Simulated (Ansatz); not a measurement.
Reaction (cleavage of the B–B bond): `BB(C)CC` + `OCCO` → `BOCCO` + `CBCC`

Computed with Ansatz on PBE0-D4/def2-TZVP structures; ΔE is electronic, products minus reactants. CCSD(T)/CBS adds triple-zeta CCSD(T) − MP2 to the extrapolated MP2 energy (def2 sets, frozen cores). This one scheme is used for every species. Functionals use def2-TZVPP. B3LYP here is the variant with VWN-RPA as its local correlation; programs differ in this. Each species was taken in one conformer, which may not be the lowest.

Is it downhill or uphill in electronic energy at CCSD(T)/CBS, and by how much? (Best estimate.)

Ansatz gave: Downhill: ΔE = -36.8 kcal/mol.

What do these levels give: r2SCAN-D4, B3LYP-D4, ωB97X-V, B2PLYP, r2SCAN, HF/def2-TZVPP, MP2/def2-TZVPP, CCSD/def2-TZVPP, HF/def2-QZVPP, SCS-MP2/def2-QZVPP, HF/CBS(def2), CCSD/CBS(def2)? (An estimate is asked.)

The calculation gave: r2SCAN-D4 -35.7, B3LYP-D4 -37.2, ωB97X-V -36.3, B2PLYP -38.3, r2SCAN -35.7, HF/def2-TZVPP -39.5, MP2/def2-TZVPP -38.2, CCSD/def2-TZVPP -37.2, HF/def2-QZVPP -39.7, SCS-MP2/def2-QZVPP -38.4, HF/CBS(def2) -39.8, CCSD/CBS(def2) -36.8 kcal/mol.

Largest T1 diagnostic among the species: 0.013.

In def2-TZVPP, CCSD(T) changes the Hartree–Fock value by +2.3 kcal/mol (the triples alone add −0.1 kcal/mol) and MP2 by +1.3 kcal/mol.
